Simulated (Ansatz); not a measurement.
Ansatz input

```yaml
crystal:
  lattice:
    - [3.1462212359, 0.0, 0.0]
    - [0.0, 3.1462212359, 0.0]
    - [0.0, 0.0, 3.1462212359]
  atoms:
    - { symbol: Te, position: [0.0, 0.0, 0.0] }
hamiltonian:
  xc: rpbe
  pseudopotentials:
    kind: paw
    azcp:
      Te: "pseudopotentials/Te.paw.azcp"
basis:
  ecutwfc: 420
  fft_grid_basis: typed
kpoints:
  mp_grid: { grid: [10, 10, 10], shift: [0, 0, 0] }
magnetization:
  spin_polarized: false
scf:
  occupations: { method: fermi_dirac, width: 0.1 }
relax:
  max_steps: 60
  f_tol: 0.01
  cell: {}
```

and its output:

```
Engine: ansatz 0.2.0, x86_64-unknown-linux-gnu
Pseudopotentials: kind: paw
Pseudopotential: Te, paw, valence charge 16, recommended cutoff 420 eV (normal) 
Functional definition: RPBE
  parameter kappa = 0.804
  parameter beta = 0.06672455060314922
  exchange = rpbe_x(kappa = kappa, mu = beta*pi^2/3)
  correlation = pbe_c(beta = beta)
Crystal: 1 atoms, lattice volume = 31.144 Å³
Basis set: ecut = 420 eV, 619 PW (Γ), exchange–correlation on 48×48×48 points (8 copies of the dense FFT grid, shifted against one another)
Bands: 12, of which v1, the nominal top of the filled ones, is band 8 counted from 1 (7 counted from 0)
Symmetry: 48 space group operations
Space group: Pm-3m (ITA 221), of the structure as read, at distance tolerance 3.1e-5 Å
k-points: 56 of 1000
Non-local potential: Te, projectors of the file, l = 0: 2, l = 1: 2, l = 2: 2, l = 3: 2
PAW form: soft (Blöchl's): semilocal exchange-correlation on the pseudo side does not see the compensation charge
PAW frozen core: Te, regenerated for the run's functional, and the local potential with it (the file was generated under x = pbe(κ = 0.804, μ = 0.2195149727645171), c = pbe(β = 0.06672455060314922))
PAW one-centre angular grid: Te, 590 points (default); XC on 64 Gauss nodes
Initial density: superposition of atomic densities (neutral atoms: chi_scale 0, normalization atom), corrected by the library's trained network
Initial wavefunctions: pseudopotential atomic-orbital guess
Functional: x = rpbe, c = pbe(β = 0.06672455060314922)
SCF iter   1: F=—  HF=-6988.736677 eV  |F-HF|=—  |Δ(HF+E_count)|=         —  Δρ=1.73e-3  dr2=7.53e-4  ethr=1.77e-3  ⟨swp⟩=5.3  Hψ=4083  notcnv=0
SCF iter   2: F=—  HF=-6988.736172 eV  |F-HF|=—  |Δ(HF+E_count)|=   5.05e-4  Δρ=9.65e-4  dr2=2.69e-4  ethr=4.70e-6  ⟨swp⟩=2.0  Hψ=1555  notcnv=0
SCF iter   3: F=—  HF=-6988.736465 eV  |F-HF|=—  |Δ(HF+E_count)|=   2.93e-4  Δρ=3.31e-4  dr2=4.25e-5  ethr=1.68e-6  ⟨swp⟩=2.0  Hψ=816  notcnv=0
SCF iter   4: F=—  HF=-6988.736520 eV  |F-HF|=—  |Δ(HF+E_count)|=   5.51e-5  Δρ=3.15e-5  dr2=2.08e-7  ethr=2.66e-7  ⟨swp⟩=2.0  Hψ=842  notcnv=0
iter 5 did not close the SCF: its close was put off for the readings that it lacked (scf_convergence_deferred on its scf_iter line)
SCF iter   5: F=-6988.736521 eV  HF=-6988.736521 eV  |F-HF|=7.04e-9  |Δ(HF+E_count)|=   1.09e-6  Δρ=5.58e-6  dr2=1.07e-8  ethr=1.30e-9  ⟨swp⟩=2.3  Hψ=917  notcnv=0
SCF iter   6: F=-6988.736521 eV  HF=-6988.736521 eV  |F-HF|=4.06e-10  |Δ(HF+E_count)|=   1.61e-8  Δρ=4.57e-7  dr2=7.03e-11  ethr=6.70e-11  ⟨swp⟩=2.4  Hψ=2223  notcnv=0
SCF 1 converged in 6 iterations: F = -6988.736521 eV  dr2 = 7.03e-11
...
SCF 4 converged in 3 iterations: F = -6988.768119 eV  dr2 = 1.45e-8
relax step   4: F+E_penalty+E_count = -6988.76811872 eV  Δ(F+E_penalty+E_count) = -1.182e-4 eV  max|allowed force component| = 0.000e0 eV/Å  Δτ_max = 0.0000 Å  P = +0.012 GPa  Ω = 33.712 Å³  energy of the carried Pulay correction = -3.931e-4 eV  (3 SCF iters, dr2 threshold 9.89e-8 eV, accepted)
Initial wavefunctions: pseudopotential atomic-orbital guess (no wavefunctions were taken with the density)
iter 1 solved again at ethr=1.61e-7 eV; its pass at ethr=3.10e-3 eV (dr2=2.57e-5 eV) is discarded
SCF iter   1: F=—  HF=-6988.766928 eV  |F-HF|=—  |Δ(HF+E_count)|=         —  Δρ=3.57e-4  dr2=1.47e-6  ethr=1.61e-7  ⟨swp⟩=3.0  Hψ=5842  notcnv=0
SCF iter   2: F=—  HF=-6988.768104 eV  |F-HF|=—  |Δ(HF+E_count)|=   1.18e-3  Δρ=1.78e-4  dr2=2.53e-7  ethr=9.19e-9  ⟨swp⟩=2.2  Hψ=897  notcnv=0
SCF iter   3: F=—  HF=-6988.768468 eV  |F-HF|=—  |Δ(HF+E_count)|=   3.65e-4  Δρ=3.65e-5  dr2=2.06e-8  ethr=1.58e-9  ⟨swp⟩=3.0  Hψ=1164  notcnv=0
SCF iter   4: F=—  HF=-6988.768484 eV  |F-HF|=—  |Δ(HF+E_count)|=   1.53e-5  Δρ=4.16e-6  dr2=1.67e-9  ethr=1.29e-10  ⟨swp⟩=2.4  Hψ=965  notcnv=0
SCF iter   5: F=—  HF=-6988.768484 eV  |F-HF|=—  |Δ(HF+E_count)|=   1.79e-7  Δρ=5.19e-7  dr2=1.12e-10  ethr=1.05e-11  ⟨swp⟩=3.0  Hψ=1139  notcnv=0
SCF iter   6: F=-6988.768484 eV  HF=-6988.768484 eV  |F-HF|=4.55e-12  |Δ(HF+E_count)|=   1.62e-9  Δρ=4.27e-8  dr2=5.49e-13  ethr=1.00e-12  ⟨swp⟩=4.8  Hψ=2918  notcnv=0
SCF 5 converged in 6 iterations: F = -6988.768484 eV  dr2 = 5.49e-13
relax step   5: F+E_penalty+E_count = -6988.76848377 eV  Δ(F+E_penalty+E_count) = -3.651e-4 eV  max|allowed force component| = 0.000e0 eV/Å  Δτ_max = 0.0000 Å  P = +0.008 GPa  Ω = 33.712 Å³  stress off target by 7.93e-3 GPa  SCF on the basis re-selected at this cell (its energy is not comparable with the rows above)  (6 SCF iters)
basis re-selected at this cell: Δ(F+E_penalty+E_count) = -3.651e-4 eV, ΔP = -0.004 GPa vs the last step (what re-selecting the basis moved, of the pressure what is left beyond the Pulay correction that the steps carried, after the strain that the cell walked since its last selection, with what the two solves' SCF thresholds leave and, on support functions, any second-order correction that the steps lacked; it is no measure of the basis error at this ecutwfc). This SCF's stress stands 7.93e-3 GPa from its target on what of the cell is left free (relax.cell.stress_tol is 5.00e-2 GPa) and its largest allowed force component is 0.00e0 eV/Å (relax.f_tol is 1.00e-2 eV/Å): within both
SCF converged after 6 iterations
Free energy (F): -6988.768484 eV
Harris-Foulkes:  -6988.768484 eV  (|F-HF|=4.55e-12)
Internal energy: -6988.748704 eV  (E = F + TS)
E sigma→0 (E₀):  -6988.758594 eV
Entropy (-TS):   -0.019779 eV (-19.779 meV/atom)
Fermi energy:    9.027049 eV
--- Per-component energies (eV) ---
  E_band       = -262.852546
  E_kinetic    = 179.078531
  E_local      = -1237.039207  (includes V_loc(G=0)·N_el)
  E_nonlocal   = -311.572990
  E_hartree    = 794.169125
  E_xc         = -123.871852
  E_vxc        = -103.189380  (∫ρ·V_xc dr)
  E_paw        = -4670.621693  (= ΣΔE_a)
  E_vpaw       = -378.467532  (= ΣTr[D̂ρ^β])
  E_aug_tail   = -0.000187  (compensation charges beyond the density's cutoff)
  E_ewald      = -1618.851449
  E_core_change = -0.038984  (= ΣΔE_core)
  E_smearing   = -0.019779  (= −TS)
  E_closure    = -0.000000  (closes the sum)
  Σ components = -6988.768484   (vs F -6988.768484, Δ=0.00e0)
--- Forces (eV/Å), atoms counted from 1 ---
  atom   1  Te    -0.00000000     0.00000000     0.00000000
  max |Σ_I F_I| component: 1.64e-32 eV/Å
--- Stress (GPa, compression-positive) ---
        0.007930       0.000000      -0.000000
        0.000000       0.007930       0.000000
       -0.000000       0.000000       0.007930
  P = ⅓ Tr σ = 0.0079 GPa (0.079 kbar)
--- Relaxed structure (4 steps of the walk, 4 accepted, 1 SCFs on fresh bases) ---
  F+E_penalty+E_count = -6988.76848377 eV   max|allowed force component| = 0.000e0 eV/Å   (the final SCF, on the basis selected at the relaxed cell)
  cell:  # Å, volume = 33.7116 Å³
    - [3.2304248581202537, -9.501254392310363e-33, 2.311115933264683e-33]
    - [-9.501254392310363e-33, 3.2304248581202537, 2.0543252740130515e-33]
    - [2.311115933264683e-33, 2.0543252740130515e-33, 3.2304248581202537]
  atoms:
    - { symbol: Te, position: [0.0, 0.0, 0.0] }
```
